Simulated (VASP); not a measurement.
# CaO (Fm-3m) in VASP: band structure with PBEsol

Aim: the band structure of CaO with PBEsol.

Program: VASP 6.6.1. These are calculated values, not measurements. Logs are shortened: lines on timing, memory, paths and dates and some standing lists are left out, and cuts for length are marked.

### 1 The structure

Symmetry: Fm-3m, No. 225, cubic system. The conventional cell has a = 4.775 Å, b = 4.775 Å, c = 4.775 Å, α = 90.00°, β = 90.00°, γ = 90.00°. Ca (site symmetry m-3m) is surrounded by 6 O at 2.39 Å. O (site symmetry m-3m) is surrounded by 6 Ca at 2.39 Å.

The cell was built by a generator and needn't be a form met in nature.

### 2 Band structure, PBEsol

Contents of INCAR:

```
SYSTEM = CaO
ALGO = Normal ; EDIFF = 1E-6
ENCUT = 520 ; GGA = PS
ISIF = 2 ; ISMEAR = 0
LASPH = .TRUE. ; LCHARG = .FALSE.
LREAL = .FALSE. ; LWAVE = .FALSE.
NELM = 60 ; PREC = Accurate
SIGMA = 0.02
```

Contents of KPOINTS:

```
k-points
0
G
  10 10 10
  0 0 0
```

Contents of POSCAR:

```
CaO                                     
1.0
    0.0000000000      2.3874421535      2.3874421535
    2.3874421535      0.0000000000      2.3874421535
    2.3874421535      2.3874421535     -0.0000000000
  Ca              O             
     1     1
Direct
     0.0000000000000000    0.0000000000000000    0.0000000000000000
     0.5000000000000000    0.5000000000000000    0.5000000000000000
```

Contents of KPOINTS_OPT:

```
path GXWKGLUWLK,UX
20
line-mode
reciprocal
 0.0000000000  0.0000000000  0.0000000000  G
 0.5000000000  0.0000000000  0.5000000000  X

 0.5000000000  0.0000000000  0.5000000000  X
 0.5000000000  0.2500000000  0.7500000000  W

 0.5000000000  0.2500000000  0.7500000000  W
 0.3750000000  0.3750000000  0.7500000000  K

 0.3750000000  0.3750000000  0.7500000000  K
 0.0000000000  0.0000000000  0.0000000000  G

 0.0000000000  0.0000000000  0.0000000000  G
 0.5000000000  0.5000000000  0.5000000000  L

 0.5000000000  0.5000000000  0.5000000000  L
 0.6250000000  0.2500000000  0.6250000000  U

 0.6250000000  0.2500000000  0.6250000000  U
 0.5000000000  0.2500000000  0.7500000000  W

 0.5000000000  0.2500000000  0.7500000000  W
 0.5000000000  0.5000000000  0.5000000000  L

 0.5000000000  0.5000000000  0.5000000000  L
 0.3750000000  0.3750000000  0.7500000000  K

 0.6250000000  0.2500000000  0.6250000000  U
 0.5000000000  0.0000000000  0.5000000000  X
```

Potentials or basis: VASP PAW PBE potentials, release 64 (Ca_sv, O).

Command:

```
cat potpaw_PBE.64/Ca_sv/POTCAR potpaw_PBE.64/O/POTCAR > POTCAR
mpirun -np 1 vasp_std > vasp.out
```

OUTCAR:

```text
SYSTEM = CaO
   EDIFF = 1E-6
   ENCUT = 520
   GGA = PS
   ISIF = 2
   ISMEAR = 0
   LASPH = .TRUE.
   LREAL = .FALSE.
   NELM = 60
   PREC = Accurate

 ion  position               nearest neighbor table
   1  0.000  0.000  0.000-   2 2.39   2 2.39   2 2.39   2 2.39   2 2.39   2 2.39
   2  0.500  0.500  0.500-   1 2.39   1 2.39   1 2.39   1 2.39   1 2.39   1 2.39

  LATTYP: Found a face centered cubic cell.
 ALAT       =     4.7748843070

  Lattice vectors:

 A1 = (   0.0000000000,   2.3874421535,   2.3874421535)
 A2 = (   2.3874421535,   0.0000000000,   2.3874421535)
 A3 = (   2.3874421535,   2.3874421535,   0.0000000000)

Analysis of symmetry for initial positions (statically):
=====================================================================
 Subroutine PRICEL returns:
 Original cell was already a primitive cell.

 Routine SETGRP: Setting up the symmetry group for a
 face centered cubic supercell.

 Subroutine GETGRP returns: Found 48 space group operations
 (whereof 48 operations were pure point group operations)
 out of a pool of 48 trial point group operations.

The static configuration has the point symmetry O_h .

Analysis of symmetry for dynamics (positions and initial velocities):
=====================================================================
 Subroutine PRICEL returns:
 Original cell was already a primitive cell.

 Routine SETGRP: Setting up the symmetry group for a
 face centered cubic supercell.

 Subroutine GETGRP returns: Found 48 space group operations
 (whereof 48 operations were pure point group operations)
 out of a pool of 48 trial point group operations.

The dynamic configuration has the point symmetry O_h .

 Subroutine INISYM returns: Found 48 space group operations
 (whereof 48 operations are pure point group operations),
 and found     1 'primitive' translations

----------------------------------------------------------------------------------------

                                     Primitive cell

  volume of cell :      27.2163

  direct lattice vectors                    reciprocal lattice vectors
     0.000000000  2.387442153  2.387442153    -0.209429158  0.209429158  0.209429158
     2.387442153  0.000000000  2.387442153     0.209429158 -0.209429158  0.209429158
     2.387442153  2.387442153  0.000000000     0.209429158  0.209429158 -0.209429158

  length of vectors
     3.376353073  3.376353073  3.376353073     0.362741942  0.362741942  0.362741942

  position of ions in fractional coordinates (direct lattice)
     0.000000000  0.000000000  0.000000000
     0.500000000  0.500000000  0.500000000

  ion indices of the primitive-cell ions
   primitive index   ion index
                 1           1
                 2           2

----------------------------------------------------------------------------------------

 KPOINTS: k-points

Automatic generation of k-mesh.
 Grid dimensions read from file:
 generate k-points for:   10   10   10

 Generating k-lattice:

  Cartesian coordinates                     Fractional coordinates (reciprocal lattice)
    -0.020942916  0.020942916  0.020942916     0.100000000  0.000000000  0.000000000
     0.020942916 -0.020942916  0.020942916     0.000000000  0.100000000  0.000000000
     0.020942916  0.020942916 -0.020942916     0.000000000  0.000000000  0.100000000

  Length of vectors
     0.036274194  0.036274194  0.036274194

  Shift w.r.t. Gamma in fractional coordinates (k-lattice)
     0.000000000  0.000000000  0.000000000

 Subroutine IBZKPT returns following result:
 ===========================================

 Found     47 irreducible k-points:

 Following reciprocal coordinates:
            Coordinates               Weight
  0.000000  0.000000  0.000000      1.000000
  0.100000  0.000000  0.000000      8.000000
  0.200000  0.000000  0.000000      8.000000
  0.300000  0.000000  0.000000      8.000000
  0.400000  0.000000  0.000000      8.000000
  0.500000  0.000000  0.000000      4.000000
[... 16 lines left out ...]
  0.300000  0.300000  0.000000      6.000000
  0.400000  0.300000  0.000000     24.000000
 [... further k-points ...]
   k-points           NKPTS =     47   k-points in BZ     NKDIM =     47   number of bands    NBANDS=     12
   number of dos      NEDOS =    301   number of ions     NIONS =      2
   total plane-waves  NPLWV =  21952
   dimension x,y,z NGX =    28 NGY =   28 NGZ =   28
   dimension x,y,z NGXF=    56 NGYF=   56 NGZF=   56
   ions per type =               1   1
   NGX,Y,Z   is equivalent  to a cutoff of  13.79, 13.79, 13.79 a.u.
   NGXF,Y,Z  is equivalent  to a cutoff of  27.57, 27.57, 27.57 a.u.
 SYSTEM =  CaO
   PREC   = accura    normal or accurate (medium, high low for compatibility)
   ISTART =      0    job   : 0-new  1-cont  2-samecut
   ICHARG =      2    charge: 1-file 2-atom 10-const
   ISPIN  =      1    spin polarized calculation?
   LNONCOLLINEAR =      F non collinear calculations
   LSORBIT =      F    spin-orbit coupling
   LASPH  =      T    aspherical Exc in radial PAW
   ENCUT  =  520.0 eV  38.22 Ry    6.18 a.u.   6.28  6.28  6.28*2*pi/ulx,y,z
   NELM   =     60;   NELMIN=  2; NELMDL= -5     # of ELM steps
   EDIFF  = 0.1E-05   stopping-criterion for ELM
   LREAL  =      F    real-space projection
   EDIFFG = 0.1E-04   stopping-criterion for IOM
   NSW    =      0    number of steps for IOM
   IBRION =     -1    ionic relax: 0-MD 1-quasi-New 2-CG
   NFREE  =      0    steps in history (QN), initial steepest desc. (CG)
   ISIF   =      2    stress and relaxation
   ISYM   =      2    0-nonsym 1-usesym 2-fastsym
   POTIM  = 0.5000    time-step for ionic-motion
   TEBEG  =    0.0;   TEEND  =   0.0 temperature during run
   PSTRESS=    0.0 pullay stress
   NELECT =      16.0000    total number of electrons
   NUPDOWN=      -1.0000    fix difference up-down
   EMIN   =  10.00;   EMAX   =-10.00  energy-range for DOS
   EFERMI =   0.00;   METHOD = LEGACY
   ISMEAR =     0;   SIGMA  =   0.02  broadening in eV -4-tet -1-fermi 0-gaus
   EFERMI_NEDOS =   21; number of points for ismear=-14 and -15
   IALGO  =     38    algorithm
   IMIX   =      4    mixing-type and parameters
     AMIX     =   0.40;   BMIX     =  1.00
     AMIX_MAG =   1.60;   BMIX_MAG =  1.00
  volume/ion in A,a.u.               =      13.61        91.83
  Fermi-wavevector in a.u.,A,eV,Ry     =   1.371425  2.591617 25.589915  1.880806
  Thomas-Fermi vector in A             =   2.497123
   LORBIT       =      0    0 simple, 1 ext, 2 COOP (PROOUT), +10 PAW based schemes
   GGA     = PS    functional components
   LHFCALC =     F    Hartree Fock is set to
   AEXX    =    0.0000 exact exchange contribution
   IVDW    =     0    specifies the selected vdW correction
   LEPSILON=     F    determine dielectric tensor
   LRPA    =     F    only Hartree local field effects (RPA)
 non-spin polarized calculation
 Gauss-broadening in eV      SIGMA  =   0.02
  energy-cutoff  :      520.00
  volume of cell :       27.22
 maximum number of plane-waves:       754
 NGX is ok and might be reduce to    28
   NGX = 13   NGY = 13   NGZ = 13

 number of electron      15.9999997 magnetization

 Free energy of the ion-electron system (eV)
  ---------------------------------------------------
  ext. energy  EPLUGINS =         0.00000000
  ---------------------------------------------------
  free energy    TOTEN  =       -13.41125704 eV

  energy without entropy =      -13.41125704  energy(sigma->0) =      -13.41125704

 E-fermi :   2.5147     XC(G=0): -10.8345

 val. band max:        2.3069798723   @ k =   0.0000   0.0000   0.0000
 cond. band min:       5.8321190270   @ k =   0.5000   0.5000   0.0000
 fundamental gap:      3.5251391547
 Fermi energy:         2.5147100832

 k-point     1 :       0.0000    0.0000    0.0000
  band No.  band energies     occupation
      1     -34.9992      2.00000
      2     -15.8251      2.00000
      3     -15.8251      2.00000
      4     -15.8251      2.00000
      5     -13.1758      2.00000
      6       2.3070      2.00000
      7       2.3070      2.00000
      8       2.3070      2.00000
      9       7.0312      0.00000
     10       8.5465      0.00000
     11       8.5465      0.00000
     12       8.5465      0.00000

 k-point     2 :       0.1000    0.0000    0.0000
  band No.  band energies     occupation
      1     -34.9882      2.00000
      2     -15.9901      2.00000
      3     -15.8307      2.00000
      4     -15.8307      2.00000
      5     -13.0046      2.00000
      6       1.9309      2.00000
      7       2.1602      2.00000
      8       2.1602      2.00000
      9       7.4987      0.00000
     10       8.5076      0.00000
     11       8.7253      0.00000
     12       8.7253      0.00000

 k-point     3 :       0.2000    0.0000    0.0000
  band No.  band energies     occupation
      1     -34.9592      2.00000
      2     -16.3537      2.00000
      3     -15.8455      2.00000
      4     -15.8455      2.00000
      5     -12.6238      2.00000
      6       1.1301      2.00000
      7       1.8094      2.00000
      8       1.8094      2.00000
      9       8.4106      0.00000
     10       8.6747      0.00000
     11       9.2198      0.00000
     12       9.2198      0.00000

 k-point     4 :       0.3000    0.0000    0.0000
  band No.  band energies     occupation
      1     -34.9230      2.00000
      2     -16.7228      2.00000
      3     -15.8635      2.00000
      4     -15.8635      2.00000
      5     -12.2313      2.00000
      6       0.3300      2.00000
      7       1.4266      2.00000
      8       1.4266      2.00000
      9       8.7213      0.00000
     10       9.7612      0.00000
     11       9.9016      0.00000
     12       9.9016      0.00000

 k-point     5 :       0.4000    0.0000    0.0000
  band No.  band energies     occupation
      1     -34.8935      2.00000
      2     -16.9821      2.00000
      3     -15.8779      2.00000
      4     -15.8779      2.00000
      5     -11.9504      2.00000
      6      -0.2334      2.00000
      7       1.1478      2.00000
      8       1.1478      2.00000
      9       9.1563      0.00000
     10      10.5294      0.00000
     11      10.5294      0.00000
     12      10.5597      0.00000
[... 228 lines left out ...]
      1     -34.8834      2.00000
      2     -16.7892      2.00000
      3     -16.0869      2.00000
      4     -15.8851      2.00000
      5     -12.1340      2.00000
      6       0.1066      2.00000
      7       1.1402      2.00000
      8       1.3923      2.00000
      9       8.8619      0.00000
     10       9.6752      0.00000
     11      10.2942      0.00000
     12      10.9227      0.00000

 k-point    22 :      -0.2000    0.2000    0.0000
  band No.  band energies     occupation
      1     -34.9110      2.00000
      2     -16.6578      2.00000
      3     -16.0206      2.00000
      4     -15.8521      2.00000
      5     -12.2583      2.00000
      6       0.3321      2.00000
      7       1.2690      2.00000
      8       1.6682      2.00000
      9       8.4624      0.00000
     10       9.5151      0.00000
     11       9.7010      0.00000
     12      10.5638      0.00000

 k-point    23 :       0.3000    0.3000    0.0000
  band No.  band energies     occupation
      1     -34.8995      2.00000
      2     -16.4847      2.00000
      3     -15.9902      2.00000
      4     -15.9902      2.00000
      5     -12.5965      2.00000
      6       0.5120      2.00000
      7       1.9602      2.00000
      8       1.9602      2.00000
      9       6.5618      0.00000
     10       9.4369      0.00000
     11      10.8825      0.00000
     12      11.0130      0.00000

 k-point    24 :       0.4000    0.3000    0.0000
  band No.  band energies     occupation
      1     -34.8769      2.00000
      2     -16.5503      2.00000
      3     -16.0460      2.00000
      4     -16.0153      2.00000
      5     -12.6051      2.00000
      6       0.5855      2.00000
      7       1.7392      2.00000
      8       1.8444      2.00000
      9       6.5292      0.00000
     10      10.0385      0.00000
     11      11.2221      0.00000
     12      11.3220      0.00000

 [... further k-points ...]

------------------------ aborting loop because EDIFF is reached ----------------------------------------

  FORCE on cell =-STRESS in cart. coord.  units (eV):
  Direction    XX          YY          ZZ          XY          YZ          ZX
  --------------------------------------------------------------------------------------
  -------------------------------------------------------------------------------------
  Total        0.0141780      0.0141780      0.0141780      0.0000000      0.0000000     -0.0000000
  in kB        0.8346357      0.8346357      0.8346357      0.0000000      0.0000000     -0.0000000
  external PRESSURE =       0.8346357 kB  Pullay stress =       0.0000000 kB

 VOLUME and BASIS-vectors are now :
 -----------------------------------------------------------------------------
  energy-cutoff  :      520.00
  volume of cell :       27.22
      direct lattice vectors                 reciprocal lattice vectors
     0.000000000  2.387442153  2.387442153    -0.209429158  0.209429158  0.209429158
     2.387442153  0.000000000  2.387442153     0.209429158 -0.209429158  0.209429158
     2.387442153  2.387442153  0.000000000     0.209429158  0.209429158 -0.209429158

 POSITION                                       TOTAL-FORCE (eV/Angst)
 -----------------------------------------------------------------------------------
      0.00000      0.00000      0.00000         0.000000      0.000000     -0.000000
      2.38744      2.38744      2.38744        -0.000000     -0.000000      0.000000
 -----------------------------------------------------------------------------------
    total drift:                                0.000000      0.000000      0.000000

  FREE ENERGIE OF THE ION-ELECTRON SYSTEM (eV)
  ---------------------------------------------------
  free  energy   TOTEN  =       -13.4112570424 eV

  energy  without entropy=      -13.4112570424  energy(sigma->0) =      -13.41125704
```

It took 40 s on 1 thread of Intel Xeon Platinum 8488C (Sapphire Rapids), shared host; peak memory 0.17 GiB.

Results:

```
Free energy             : -13.4113 eV
Pressure                : 0.1 GPa
Band gap on the k mesh  : 3.53 eV, indirect (least direct gap 3.90 eV)
Band gap along the path : 3.52 eV, indirect (least direct gap 3.90 eV)
```

Levels at the corners of the path, in eV from the valence-band top:
```tsv
point	band 4	band 5	band 6	band 7	band 8	band 9	band 10	band 11	band 12
Γ	-18.13	-15.48	0.00	0.00	0.00	4.72	6.24	6.24	6.24
X	-18.38	-15.24	-1.31	-0.37	-0.37	3.52	8.19	9.04	9.73
X	-18.38	-15.24	-1.31	-0.37	-0.37	3.52	8.19	9.04	9.73
W	-18.59	-14.79	-1.34	-1.08	-1.08	6.32	6.32	8.54	9.74
W	-18.59	-14.79	-1.34	-1.08	-1.08	6.32	6.32	8.54	9.74
K	-18.32	-14.82	-1.38	-1.23	-0.81	5.09	8.07	8.73	9.21
K	-18.32	-14.82	-1.38	-1.23	-0.81	5.09	8.07	8.73	9.21
Γ	-18.13	-15.48	0.00	0.00	0.00	4.72	6.24	6.24	6.24
Γ	-18.13	-15.48	0.00	0.00	0.00	4.72	6.24	6.24	6.24
L	-18.19	-14.16	-2.74	-1.26	-1.26	7.11	8.48	8.48	8.48
L	-18.19	-14.16	-2.74	-1.26	-1.26	7.11	8.48	8.48	8.48
U	-18.32	-14.82	-1.38	-1.23	-0.81	5.09	8.07	8.73	9.21
U	-18.32	-14.82	-1.38	-1.23	-0.81	5.09	8.07	8.73	9.21
W	-18.59	-14.79	-1.34	-1.08	-1.08	6.32	6.32	8.54	9.74
W	-18.59	-14.79	-1.34	-1.08	-1.08	6.32	6.32	8.54	9.74
L	-18.19	-14.16	-2.74	-1.26	-1.26	7.11	8.48	8.48	8.48
L	-18.19	-14.16	-2.74	-1.26	-1.26	7.11	8.48	8.48	8.48
K	-18.32	-14.82	-1.38	-1.23	-0.81	5.09	8.07	8.73	9.21
U	-18.32	-14.82	-1.38	-1.23	-0.81	5.09	8.07	8.73	9.21
X	-18.38	-15.24	-1.31	-0.37	-0.37	3.52	8.19	9.04	9.73
```

Caveat: the PAW data sets were made with another functional, which shifts forces and pressure a little. Expect the measured gap to be larger: semilocal functionals such as PBEsol lack the derivative discontinuity.
